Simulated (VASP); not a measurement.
# As (R-3m) in VASP: further runs

The runs below take As through phonon dispersion, Wannier functions by SCDM, equation of state, with PBE, PBEsol.

Everything below comes from runs of VASP 6.6.1. Logs are shortened: lines on timing, memory, paths and dates and some standing lists are left out, and cuts for length are marked.

## (1) The structure

It takes space group R-3m (No. 166, trigonal). The conventional cell has a = 3.762 Å, b = 3.762 Å, c = 10.542 Å, α = 90.00°, β = 90.00°, γ = 120.00°. As (site symmetry 3m) has 3 As at 2.51 Å as nearest neighbours.

## (2) Phonon dispersion, PBE

The input, INCAR:

```
PREC     = Accurate       # precision mode
ENCUT    = 520            # plane-wave cutoff, eV
EDIFF    = 1E-7           # SCF threshold, eV
ISMEAR   = 0              # smearing method
SIGMA    = 0.02           # smearing width, eV
LREAL    = Auto         
LASPH    = T              # aspherical terms in the spheres
NELM     = 80             # most SCF steps
ALGO     = Fast           # electronic algorithm
ISIF     = 2              # what is computed and relaxed
LWAVE    = F              # write WAVECAR
LCHARG   = F              # write CHGCAR
GGA      = PE             # functional
IBRION   = 6              # ionic algorithm
NFREE    = 2            
POTIM    = 0.015          # step
NSW      = 1              # ionic steps
LPHON_DISPERSION= T            
PHON_NWRITE= -3
```

The input, KPOINTS:

```
Automatic mesh
0
Gamma
  3 3 3
```

The input, POSCAR:

```
As
1.0
    3.7615937974      2.1717571914      7.0281239890
   -3.7615937974      2.1717571914      7.0281239890
    0.0000000000     -4.3435143830      7.0281239890
As
16
Direct
    0.1130000000      0.1130000000      0.1130000000
    0.1130000000      0.1130000000      0.6130000000
    0.1130000000      0.6130000000      0.1130000000
    0.1130000000      0.6130000000      0.6130000000
    0.6130000000      0.1130000000      0.1130000000
    0.6130000000      0.1130000000      0.6130000000
    0.6130000000      0.6130000000      0.1130000000
    0.6130000000      0.6130000000      0.6130000000
    0.3870000000      0.3870000000      0.3870000000
    0.3870000000      0.3870000000      0.8870000000
    0.3870000000      0.8870000000      0.3870000000
    0.3870000000      0.8870000000      0.8870000000
    0.8870000000      0.3870000000      0.3870000000
    0.8870000000      0.3870000000      0.8870000000
    0.8870000000      0.8870000000      0.3870000000
    0.8870000000      0.8870000000      0.8870000000
```

The input, QPOINTS:

```
path GLB1,BZGX,QFP1Z,LP
8
line-mode
reciprocal
 0.0000000000  0.0000000000  0.0000000000  G
 0.5000000000  0.0000000000  0.0000000000  L

 0.5000000000  0.0000000000  0.0000000000  L
 0.5000000000  0.2303245873 -0.2303245873  B1

 0.7696754127  0.5000000000  0.2303245873  B
 0.5000000000  0.5000000000  0.5000000000  Z

 0.5000000000  0.5000000000  0.5000000000  Z
 0.0000000000  0.0000000000  0.0000000000  G

 0.0000000000  0.0000000000  0.0000000000  G
 0.3651622936  0.0000000000 -0.3651622936  X

 0.6348377064  0.3651622936  0.0000000000  Q
 0.5000000000  0.5000000000  0.0000000000  F

 0.5000000000  0.5000000000  0.0000000000  F
 0.6348377064  0.6348377064  0.2303245873  P1

 0.6348377064  0.6348377064  0.2303245873  P1
 0.5000000000  0.5000000000  0.5000000000  Z

 0.5000000000  0.0000000000  0.0000000000  L
 0.7696754127  0.3651622936  0.3651622936  P
```

Potentials or basis: VASP PAW PBE potentials, release 64 (As).

The run is started by

```console
cat potpaw_PBE.64/As/POTCAR > POTCAR
mpirun -np 1 vasp_std > vasp.out
```

OUTCAR:

```text
PREC = Accurate
   ENCUT = 520
   EDIFF = 1E-7
   ISMEAR = 0
   LREAL = Auto
   LASPH = T
   NELM = 80
   ISIF = 2
   GGA = PE
   IBRION = 6
   NFREE = 2
   POTIM = 0.015
   NSW = 1

 ion  position               nearest neighbor table
   1  0.113  0.113  0.113-  15 2.51  14 2.51  12 2.51
   2  0.113  0.113  0.613-  16 2.51  13 2.51  11 2.51
   3  0.113  0.613  0.113-  13 2.51  10 2.51  16 2.51
   4  0.113  0.613  0.613-  14 2.51   9 2.51  15 2.51
   5  0.613  0.113  0.113-  11 2.51  10 2.51  16 2.51
   6  0.613  0.113  0.613-  12 2.51   9 2.51  15 2.51
[... 8 lines left out ...]
  15  0.887  0.887  0.387-   1 2.51   4 2.51   6 2.51
  16  0.887  0.887  0.887-   2 2.51   3 2.51   5 2.51
[... 7 lines left out ...]
 A1 = (   3.7615937974,   2.1717571914,   7.0281239890)
 A2 = (  -3.7615937974,   2.1717571914,   7.0281239890)
 A3 = (   0.0000000000,  -4.3435143830,   7.0281239890)

Analysis of symmetry for initial positions (statically):
=====================================================================
 Subroutine PRICEL returns following result:

  LATTYP: Found a trigonal (rhomboedric) cell.
 ALAT       =     4.1310000000
 COS(alpha) =     0.5854247172

  Lattice vectors:

 A1 = (   1.8807968987,   1.0858785957,   3.5140619945)
 A2 = (  -1.8807968987,   1.0858785957,   3.5140619945)
 A3 = (   0.0000000000,  -2.1717571915,   3.5140619945)

   8 primitive cells build up your supercell.

 Routine SETGRP: Setting up the symmetry group for a
 trigonal (rhombohedral) supercell.

 Subroutine GETGRP returns: Found 12 space group operations
 (whereof 12 operations were pure point group operations)
 out of a pool of 12 trial point group operations.

The static configuration has the point symmetry D_3d.

Analysis of symmetry for dynamics (positions and initial velocities):
=====================================================================
 Subroutine PRICEL returns following result:

  LATTYP: Found a trigonal (rhomboedric) cell.
[... 146 lines left out ...]
  ext. energy  EPLUGINS =         0.00000000
  ---------------------------------------------------
  free energy    TOTEN  =       -74.83568930 eV

  energy without entropy =      -74.83318179  energy(sigma->0) =      -74.83443554

------------------------ aborting loop because EDIFF is reached ----------------------------------------

  FORCE on cell =-STRESS in cart. coord.  units (eV):
  Direction    XX          YY          ZZ          XY          YZ          ZX
  --------------------------------------------------------------------------------------
  -------------------------------------------------------------------------------------
  Total        9.4399585      9.4399585      6.2736853      0.0000000     -0.0000000      0.0000000
  in kB       43.9042777     43.9042777     29.1782662      0.0000000     -0.0000000      0.0000000
  external PRESSURE =      38.9956072 kB  Pullay stress =       0.0000000 kB
[... 187 lines left out ...]
--------------------------------------- Ionic step        5  -------------------------------------------

 number of electron      79.9999997 magnetization

 Free energy of the ion-electron system (eV)
  ---------------------------------------------------
  ext. energy  EPLUGINS =         0.00000000
  ---------------------------------------------------
  free energy    TOTEN  =       -74.82907833 eV

  energy without entropy =      -74.82657082  energy(sigma->0) =      -74.82782457

 E-fermi :   5.4818     XC(G=0):  -9.9667

 val. band max:        5.1485063526   @ k =   0.0000   0.0000   0.0000
 cond. band min:       5.4817521604   @ k =  -0.3333   0.3333   0.3333
 fundamental gap:      0.3332458078
 Fermi energy:         5.4817521604

 k-point     1 :       0.0000    0.0000    0.0000
  band No.  band energies     occupation
      1      -9.6083      2.00000
      2      -8.3471      2.00000
      3      -6.8954      2.00000
      4      -6.8852      2.00000
      5      -6.8852      2.00000
      6      -6.8454      2.00000
[... 344 lines left out ...]
  FREE ENERGIE OF THE ION-ELECTRON SYSTEM (eV)
  ---------------------------------------------------
  free  energy   TOTEN  =       -74.8290783275 eV

  energy  without entropy=      -74.8265708183  energy(sigma->0) =      -74.82782457

 INTERNAL STRAIN TENSORS FROM DISPLACED ATOMS
 ============================================

 INTERNAL STRAIN TENSOR FOR ION    1 for displacements in x,y,z  (eV/Angst):
          X           Y           Z          XY          YZ          ZX
  --------------------------------------------------------------------------------
  x    -0.00000     0.00000    -0.00000     3.64695     0.00000    -6.34519
  y     3.64695    -3.64695     0.00000    -0.00000    -6.34519     0.00000
  z    -5.84333    -5.84333    -8.75522     0.00000     0.00000     0.00000
[... 8 lines left out ...]
 INTERNAL STRAIN TENSOR FOR ION   16 for displacements in x,y,z  (eV/Angst):
          X           Y           Z          XY          YZ          ZX
  --------------------------------------------------------------------------------
  x     0.00000    -0.00000     0.00000    -3.64695    -0.00000     6.34519
  y    -3.64695     3.64695    -0.00000     0.00000     6.34519    -0.00000
  z     5.84333     5.84333     8.75522    -0.00000    -0.00000    -0.00000

 Eigenvectors and eigenvalues of the dynamical matrix
   1 f  =    7.848769 THz    49.315272 2PiTHz  261.806766 cm-1    32.459887 meV
   2 f  =    7.682993 THz    48.273671 2PiTHz  256.277073 cm-1    31.774293 meV
   3 f  =    7.306261 THz    45.906594 2PiTHz  243.710644 cm-1    30.216255 meV
   4 f  =    7.306261 THz    45.906594 2PiTHz  243.710644 cm-1    30.216255 meV
   5 f  =    7.306261 THz    45.906594 2PiTHz  243.710644 cm-1    30.216255 meV
   6 f  =    7.043768 THz    44.257302 2PiTHz  234.954824 cm-1    29.130672 meV
[... 40 lines left out ...]
  47 f  =    0.000000 THz     0.000001 2PiTHz    0.000007 cm-1     0.000001 meV
  48 f  =    0.000000 THz     0.000001 2PiTHz    0.000003 cm-1     0.000000 meV

 ELASTIC MODULI CONTR FROM IONIC RELAXATION (kBar)
 Direction    XX          YY          ZZ          XY          YZ          ZX
 --------------------------------------------------------------------------------
 XX        -226.9630    -42.1261   -201.5919      0.0000    160.7951     -0.0000
 YY         -42.1261   -226.9630   -201.5919     -0.0000   -160.7951      0.0000
 ZZ        -201.5919   -201.5919   -302.0508     -0.0000      0.0000      0.0000
 XY           0.0000     -0.0000      0.0000    -92.4184     -0.0000    160.7951
 YZ         160.7951   -160.7951      0.0000     -0.0000   -279.7610      0.0000
 ZX          -0.0000      0.0000      0.0000    160.7951      0.0000   -279.7609
 --------------------------------------------------------------------------------
[... 569 lines left out ...]
 q-point No.           q_x           q_y           q_z  q-path length
          72      0.769675      0.365162      0.365162       1.113833
  frequencies
   [THz]           2.067538      2.417336      3.384032      6.087818      6.271980      6.991962
   [2Pi THz]      12.990726     15.188571     21.262502     38.250888     39.408013     43.931793
   [cm-1]         68.965652     80.633655    112.879167    203.067748    209.210735    233.226748
   [meV]           8.550647      9.997295     13.995227     25.177181     25.938814     28.916418
```

OSZICAR:

```text
N       E                     dE             d eps       ncg     rms          rms(c)
DAV:   1     0.363804372485E+03    0.36380E+03   -0.31893E+04   588   0.138E+03
DAV:   2    -0.369022610993E+02   -0.40071E+03   -0.38536E+03   702   0.208E+02
DAV:   3    -0.739519769384E+02   -0.37050E+02   -0.36304E+02   742   0.605E+01
[... 49 lines left out ...]
RMM:   5    -0.748290759439E+02   -0.97928E-05   -0.10563E-04   668   0.291E-02    0.645E-03
RMM:   6    -0.748290776652E+02   -0.17212E-05   -0.21241E-05   641   0.130E-02    0.246E-03
RMM:   7    -0.748290782613E+02   -0.59613E-06   -0.46448E-06   661   0.587E-03    0.139E-03
RMM:   8    -0.748290782988E+02   -0.37519E-07   -0.11706E-06   552   0.274E-03    0.554E-04
RMM:   9    -0.748290783275E+02   -0.28740E-07   -0.22758E-07   384   0.126E-03
   5 F= -.74829078E+02 E0= -.74827825E+02  d E =-.250751E-02
```

stdout:

```text
POSCAR found type information on POSCAR As
 POSCAR found :  1 types and      16 ions
 scaLAPACK will be used
 LDA part: xc-table for (Slater+PW92), standard interpolation
 POSCAR, INCAR and KPOINTS ok, starting setup
 FFT: planning ... GRIDC
 FFT: planning ... GRID_SOFT
 FFT: planning ... GRID
 WAVECAR not read
 entering main loop
 Found     2 degrees of freedom:
 Finite differences POTIM= 0.01500 DOF=   2
 bond charge predicted
 Finite differences progress:
 bond charge predicted
 Finite differences progress:
 bond charge predicted
 Finite differences progress:
 bond charge predicted
 Finite differences progress:
```

It took 15 min on 1 thread of AMD EPYC 9R45 (Zen 5), shared host; peak memory 0.6 GiB.

Results:

| Quantity | Value |
| --- | --- |
| Highest phonon frequency | 262 cm⁻¹ |

Phonon frequencies in cm⁻¹ (negative: imaginary):
```tsv
q point	frequencies
(0.000, 0.000, 0.000)	0 0 0 197 197 262
(0.429, 0.000, 0.000)	88 92 126 218 219 243
(0.500, 0.132, -0.132)	89 96 125 216 217 222
(0.693, 0.500, 0.307)	66 83 104 211 222 229
(0.500, 0.500, 0.500)	66 66 76 235 235 256
(0.071, 0.071, 0.071)	13 13 16 199 199 262
(0.209, 0.000, -0.209)	58 103 112 211 221 231
(0.596, 0.404, 0.000)	74 93 113 202 208 221
(0.500, 0.500, 0.000)	70 77 107 190 204 228
(0.616, 0.616, 0.197)	69 80 111 200 208 232
(0.558, 0.558, 0.384)	62 72 85 226 231 246
(0.577, 0.104, 0.104)	91 100 117 217 218 242
```

Phonon frequencies at the corners of the path (cm⁻¹, interpolated; i marks imaginary ones):
```csv
point,frequencies
Γ,0 0 0 197 197 262
L,95 103 116 219 220 244
B1,73 101 112 209 213 219
B,73 101 112 209 213 219
Z,66 66 76 235 235 256
X,77 98 121 210 212 217
Q,77 98 121 210 212 217
F,70 77 107 190 204 228
P1,69 81 113 203 209 233
P,69 81 113 203 209 233
```

Caveat: some modes are imaginary.

## (3) Wannier functions by SCDM, PBE

This run uses another cell than the first one: it holds 2 atoms, not 16.

The input, POSCAR:

```
As
1.0
    1.8807968987      1.0858785957      3.5140619945
   -1.8807968987      1.0858785957      3.5140619945
    0.0000000000     -2.1717571915      3.5140619945
As
2
Direct
    0.2260000000      0.2260000000      0.2260000000
    0.7740000000      0.7740000000      0.7740000000
```

The input, INCAR.step1:

```
  ALGO = Fast
  EDIFF = 1E-6
  ENCUT = 520
  GGA = PE
  ISIF = 2
  ISMEAR = 0
  LASPH = True
  LCHARG = True
  LREAL = False
  LWAVE = True
  NELM = 80
  PREC = Accurate
  SIGMA = 0.02
```

The input, INCAR.step2:

```
  ALGO = Fast
  EDIFF = 1E-6
  ENCUT = 520
  GGA = PE
  ICHARG = 11
  ISIF = 2
  ISMEAR = 0
  ISTART = 1
  ISYM = -1
  LASPH = True
  LCHARG = False
  LREAL = False
  LSCDM = True
  LWAVE = False
  NELM = 80
  NUM_WANN = 5
  PREC = Accurate
  SIGMA = 0.02
```

The input, KPOINTS:

```
k-points
0
Gamma
  5 5 5
```

The input, KPOINTS_OPT:

```
path GLB1,BZGX,QFP1Z,LP
12
line-mode
reciprocal
 0.0000000000  0.0000000000  0.0000000000  G
 0.5000000000  0.0000000000  0.0000000000  L

 0.5000000000  0.0000000000  0.0000000000  L
 0.5000000000  0.2303245873 -0.2303245873  B1

 0.7696754127  0.5000000000  0.2303245873  B
 0.5000000000  0.5000000000  0.5000000000  Z

 0.5000000000  0.5000000000  0.5000000000  Z
 0.0000000000  0.0000000000  0.0000000000  G

 0.0000000000  0.0000000000  0.0000000000  G
 0.3651622936  0.0000000000 -0.3651622936  X

 0.6348377064  0.3651622936  0.0000000000  Q
 0.5000000000  0.5000000000  0.0000000000  F

 0.5000000000  0.5000000000  0.0000000000  F
 0.6348377064  0.6348377064  0.2303245873  P1

 0.6348377064  0.6348377064  0.2303245873  P1
 0.5000000000  0.5000000000  0.5000000000  Z

 0.5000000000  0.0000000000  0.0000000000  L
 0.7696754127  0.3651622936  0.3651622936  P
```

The input, KPOINTS_WAN:

```
path GLB1,BZGX,QFP1Z,LP
12
line-mode
reciprocal
 0.0000000000  0.0000000000  0.0000000000  G
 0.5000000000  0.0000000000  0.0000000000  L

 0.5000000000  0.0000000000  0.0000000000  L
 0.5000000000  0.2303245873 -0.2303245873  B1

 0.7696754127  0.5000000000  0.2303245873  B
 0.5000000000  0.5000000000  0.5000000000  Z

 0.5000000000  0.5000000000  0.5000000000  Z
 0.0000000000  0.0000000000  0.0000000000  G

 0.0000000000  0.0000000000  0.0000000000  G
 0.3651622936  0.0000000000 -0.3651622936  X

 0.6348377064  0.3651622936  0.0000000000  Q
 0.5000000000  0.5000000000  0.0000000000  F

 0.5000000000  0.5000000000  0.0000000000  F
 0.6348377064  0.6348377064  0.2303245873  P1

 0.6348377064  0.6348377064  0.2303245873  P1
 0.5000000000  0.5000000000  0.5000000000  Z

 0.5000000000  0.0000000000  0.0000000000  L
 0.7696754127  0.3651622936  0.3651622936  P
```

Potentials or basis: VASP PAW PBE potentials, release 64 (As).

The run is started by

```console
cat potpaw_PBE.64/As/POTCAR > POTCAR
cp INCAR.step1 INCAR
mpirun -np 1 vasp_std > vasp.out
cp INCAR.step2 INCAR
mpirun -np 1 vasp_std > vasp.out
```

OUTCAR:

```text
EDIFF = 1E-6
   ENCUT = 520
   GGA = PE
   ICHARG = 11
   ISIF = 2
   ISMEAR = 0
   ISTART = 1
   ISYM = -1
   LASPH = True
   LREAL = False
   NELM = 80
   PREC = Accurate

 ion  position               nearest neighbor table
   1  0.226  0.226  0.226-   2 2.51   2 2.51   2 2.51
   2  0.774  0.774  0.774-   1 2.51   1 2.51   1 2.51

IMPORTANT INFORMATION: All symmetrisations will be switched off!
NOSYMM: (Re-)initialisation of all symmetry stuff for point group C_1.

[... 438 lines left out ...]
 [... further k-points ...]

------------------------ aborting loop because EDIFF is reached ----------------------------------------

  FORCE on cell =-STRESS in cart. coord.  units (eV):
  Direction    XX          YY          ZZ          XY          YZ          ZX
  --------------------------------------------------------------------------------------
  -------------------------------------------------------------------------------------
  Total        1.2851100      1.3231107      0.5213831      0.0559829      0.0308505      0.0032705
  in kB       47.8153156     49.2292158     19.3991953      2.0829671      1.1478598      0.1216852
  external PRESSURE =      38.8145756 kB  Pullay stress =       0.0000000 kB

 VOLUME and BASIS-vectors are now :
 -----------------------------------------------------------------------------
  energy-cutoff  :      520.00
  volume of cell :       43.06
      direct lattice vectors                 reciprocal lattice vectors
     1.880796899  1.085878596  3.514061995     0.265844760  0.153485544  0.094856987
    -1.880796899  1.085878596  3.514061995    -0.265844760  0.153485544  0.094856987
     0.000000000 -2.171757191  3.514061995     0.000000000 -0.306971087  0.094856987

 POSITION                                       TOTAL-FORCE (eV/Angst)
 -----------------------------------------------------------------------------------
      0.00000     -0.00000      2.38253        -0.002460     -0.003344      0.264865
      0.00000     -0.00000      8.15965         0.002460      0.003344     -0.264865
 -----------------------------------------------------------------------------------
    total drift:                               -0.000000      0.000000      0.000000

  FREE ENERGIE OF THE ION-ELECTRON SYSTEM (eV)
  ---------------------------------------------------
  free  energy   TOTEN  =        -9.3288501204 eV

  energy  without entropy=       -9.3285109104  energy(sigma->0) =       -9.32868052
```

OUTCAR.step1:

```text
EDIFF = 1E-6
   ENCUT = 520
   GGA = PE
   ISIF = 2
   ISMEAR = 0
[... 444 lines left out ...]
 -----------------------------------------------------------------------------------
      0.00000     -0.00000      2.38253         0.000000     -0.000000      0.302680
      0.00000     -0.00000      8.15965         0.000000      0.000000     -0.302680
 -----------------------------------------------------------------------------------
    total drift:                               -0.000000     -0.000000      0.000000

  FREE ENERGIE OF THE ION-ELECTRON SYSTEM (eV)
  ---------------------------------------------------
  free  energy   TOTEN  =        -9.3669734425 eV

  energy  without entropy=       -9.3669634199  energy(sigma->0) =       -9.36696843
```

Wall time 45 s (1 thread of AMD EPYC 9R45 (Zen 5), shared host); peak memory 0.2 GiB.

Results:

```yaml
Band_gap_along_the_path: none (metal or under the smearing width)
```

Levels at the corners of the path, in eV from the Fermi level:
| point | band 1 | band 2 | band 3 | band 4 | band 5 | band 6 | band 7 | band 8 | band 9 |
| --- | --- | --- | --- | --- | --- | --- | --- | --- | --- |
| Γ | -15.21 | -5.95 | -2.64 | -2.19 | -2.19 | 1.46 | 2.76 | 2.76 | 6.72 |
| L | -12.49 | -11.26 | -3.02 | -2.96 | -0.54 | -0.46 | 0.23 | 1.26 | 8.83 |
| L | -12.49 | -11.26 | -3.02 | -2.96 | -0.54 | -0.46 | 0.23 | 1.26 | 8.88 |
| B1 | -11.92 | -10.76 | -6.05 | -5.53 | -1.54 | 1.12 | 5.07 | 5.28 | 6.70 |
| B | -11.92 | -10.76 | -6.05 | -5.53 | -1.54 | 1.12 | 5.07 | 5.28 | 6.70 |
| Z | -13.94 | -10.13 | -1.94 | -1.94 | -0.76 | 0.63 | 0.63 | 1.69 | 7.87 |
| Z | -13.94 | -10.13 | -1.94 | -1.94 | -0.76 | 0.63 | 0.63 | 1.69 | 7.87 |
| Γ | -15.21 | -5.95 | -2.64 | -2.19 | -2.19 | 1.46 | 2.76 | 2.76 | 6.72 |
| Γ | -15.21 | -5.95 | -2.64 | -2.19 | -2.19 | 1.46 | 2.76 | 2.76 | 6.72 |
| X | -11.75 | -11.01 | -6.32 | -3.71 | -3.68 | 3.10 | 3.16 | 5.22 | 6.20 |
| Q | -11.75 | -11.01 | -6.32 | -3.71 | -3.68 | 3.10 | 3.16 | 5.22 | 6.20 |
| F | -12.45 | -9.89 | -6.12 | -4.36 | -4.29 | 1.29 | 5.32 | 6.76 | 7.15 |
| F | -12.45 | -9.89 | -6.12 | -4.36 | -4.29 | 1.29 | 5.32 | 6.76 | 7.15 |
| P1 | -12.45 | -10.29 | -6.28 | -3.92 | -3.17 | 2.01 | 3.72 | 5.92 | 6.25 |
| P1 | -12.45 | -10.29 | -6.28 | -3.92 | -3.17 | 2.01 | 3.72 | 5.92 | 6.25 |
| Z | -13.94 | -10.13 | -1.94 | -1.94 | -0.76 | 0.63 | 0.63 | 1.69 | 7.87 |
| L | -12.49 | -11.26 | -3.02 | -2.96 | -0.54 | -0.46 | 0.23 | 1.26 | 8.83 |
| P | -12.45 | -10.29 | -6.28 | -3.92 | -3.17 | 2.01 | 3.72 | 5.92 | 6.25 |

Caveat: the k mesh is coarse (spacing up to 0.40 Å⁻¹), so the values aren't converged.

(Part 1 of 2 ends here.)
